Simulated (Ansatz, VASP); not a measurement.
HfB2: VASP beside Ansatz

```
Hf B
1.0
     3.12727    0.00000    0.00000
    -1.56363    2.70829    0.00000
     0.00000    0.00000    3.44697
Hf B
1 2
Direct
  0.00000 0.00000 0.00000
  0.33333 0.66667 0.50000
  0.66667 0.33333 0.50000
```

Alike in both runs: task single point; functional PBEsol; k mesh 15 × 15 × 12; occupations gaussian, width 0.1 eV; no spin polarisation.

|  | VASP | Ansatz |
| --- | --- | --- |
| version | VASP 6.6.1 | Ansatz 0.2.0 |
| potentials or method | VASP PAW PBE potentials, release 64 (Hf_pv, B), cutoff 520 eV | scalar-relativistic, all-electron LAPW |

```tsv
	VASP	Ansatz	Ansatz less VASP
gap on the k mesh at the Fermi level (eV)	none	none	-
pressure (GPa)	0.0	0.1	+0.10
largest component of the traceless stress (GPa)	0.23	0.06	-0.170
```

A gap of «none» marks a metal or a gap that the smearing closes. Ansatz ran all-electron here, so the differences hold the error of VASP's frozen core and of both bases.

Caveats: the PAW data sets were made with another functional, which shifts forces and pressure a little (VASP). The runs have no spin-orbit coupling, so splittings on Hf are missing.
